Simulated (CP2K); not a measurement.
The system is TiAl3.

```
Ti Al
1.0
     5.06249    0.00000    0.00000
     2.17669    4.57065    0.00000
    -3.61959   -2.28532    2.70271
Ti Al
1 3
Direct
  0.00000 0.00000 0.00000
  0.25000 0.75000 0.50000
  0.75000 0.25000 0.50000
  0.50000 0.50000 0.00000
```

The cell comes from a database or a generator and needn't be the stable form of this composition.

Base run:

- Program: CP2K 2026.2
- Functional: OLYP
- Potentials or basis: POTENTIAL_UZH Ti GTH-PBE-q12, Al GTH-PBE-q3; TZVP-MOLOPT-PBE-GTH basis
- Density cutoff: 9184 eV
- k mesh: 10 × 10 × 10
- Occupations: fermi-dirac, width 0.05 eV
- Spin: no spin polarisation

Its results: band gap on the k mesh none (metal or under the smearing width); pressure 0.1 GPa.

The run is repeated on the same cell with these changes: functional from OLYP to PW91. What comes out?

Band gap on the k mesh none (metal or under the smearing width); pressure 2.0 GPa.

Caveats: the potentials were made for another functional, which shifts forces and pressure; the basis of atomic orbitals isn't converged, which shifts pressures, moduli and gaps.
